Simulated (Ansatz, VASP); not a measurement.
**SrCl2: VASP beside Ansatz**

```xyz
3
Lattice="0.0000 3.4884 3.4884 3.4884 0.0000 3.4884 3.4884 3.4884 0.0000" Properties=species:S:1:pos:R:3 pbc="T T T"
Sr    0.0000    0.0000    0.0000
Cl    5.2325    5.2325    5.2325
Cl    1.7442    1.7442    1.7442
```

Alike in both runs: functional PBEsol; k mesh 5 × 5 × 5; occupations fermi-dirac, width 0.05 eV; non-collinear spin, spin-orbit coupling.

|  | VASP | Ansatz |
| --- | --- | --- |
| version | VASP 6.6.1 | Ansatz 0.2.0 |
| potentials or method | VASP PAW PBE potentials, release 64 (Sr_sv, Cl), cutoff 520 eV | all-electron LAPW, relativistic spinors |
| task | single point | band structure |

```tsv
	VASP	Ansatz	Ansatz less VASP
gap on the k mesh at the Fermi level (eV)	5.20	5.21	+0.010
least direct gap on the mesh (eV)	5.43	5.44	+0.007
pressure (GPa)	-0.9	-1.1	-0.12
net moment per atom (μB)	0.00	0.00	0.000
```

Ansatz ran all-electron here, so the differences hold the error of VASP's frozen core and of both bases.

Caveats: the PAW data sets were made with another functional, which shifts forces and pressure a little (VASP).
